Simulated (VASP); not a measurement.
RbCl: relaxation of cell and atoms with PBEsol

RbCl:

```
Rb Cl
1.0
     0.00000    3.27400    3.27400
     3.27400    0.00000    3.27400
     3.27400    3.27400    0.00000
Rb Cl
1 1
Direct
  0.00000 0.00000 0.00000
  0.50000 0.50000 0.50000
```

* Program: VASP 6.6.1
* Task: relaxation of cell and atoms
* Functional: PBEsol
* Potentials or basis: VASP PAW PBE potentials, release 64 (Rb_sv, Cl)
* Cutoff: 600 eV
* k mesh: 8 × 8 × 8
* Occupations: gaussian, width 0.03 eV
* Spin: no spin polarisation
* Further INCAR settings: ALGO = Normal; EDIFF = 1e-07; IBRION = 2; EDIFFG = -0.005; NSW = 90; ISIF = 3

```
Pressure after relaxing : 0.0 GPa
Band gap on the k mesh  : 4.89 eV, direct
```

Final structure:
```
Rb Cl
1.0
     0.00000    3.27400    3.27400
     3.27400    0.00000    3.27400
     3.27400    3.27400    0.00000
Rb Cl
1 1
Direct
  0.00000 0.00000 0.00000
  0.50000 0.50000 0.50000
```

Levels at points of the mesh, in eV from the valence-band top:
```tsv
k point	band 4	band 5	band 6	band 7	band 8	band 9	band 10	band 11	band 12
(0.00, 0.00, 0.00)	-7.90	-7.90	0.00	0.00	0.00	4.89	7.91	7.91	7.91
(0.50, 0.00, 0.00)	-7.91	-7.87	-0.91	-0.36	-0.36	7.65	7.92	10.14	10.14
(0.50, 0.50, 0.00)	-8.01	-8.01	-0.33	-0.10	-0.10	6.07	8.01	9.64	10.04
```

It took 24 s on 1 thread of Intel(R) Xeon(R) Platinum 8375C CPU @ 2.90GHz (Ice Lake), with other jobs on the host, peak memory 0.24 GiB.

Caveat: the relaxation stopped at its first step, so nothing moved; the PAW data sets were made with another functional, which shifts forces and pressure a little. A k mesh can miss the band edges.
